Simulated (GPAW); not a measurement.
Rh:

```xyz
4
Lattice="2.6917 0.0000 0.0000 -1.3459 2.3311 0.0000 0.0000 0.0000 8.7981" Properties=species:S:1:pos:R:3 pbc="T T T"
Rh    1.3459    0.7770    6.5986
Rh    0.0000    0.0000    4.3990
Rh    0.0000    1.5541    2.1995
Rh    0.0000    0.0000    0.0000
```

This isn't the form of Rh at room conditions, which is fcc.

Base run:

| Item | Value |
| --- | --- |
| Program | GPAW 26.7.0 |
| Functional | PBEsol |
| Potentials or basis | PAW data sets generated in the run's folder for this functional |
| Cutoff | 600 eV |
| Basis | pw |
| k mesh | 8 × 8 × 2 |
| Occupations | fermi-dirac, width 0.05 eV |
| Spin | no spin polarisation |

Its results: pressure -2.9 GPa.

The run is repeated on the same cell with these changes: functional from PBEsol to LDA; potentials or basis from PAW data sets generated in the run's folder for this functional to the program's PAW data sets (release 1.2.1) made for this functional. What comes out?

Pressure -9.8 GPa.

Not every run made on this cell is shown here.
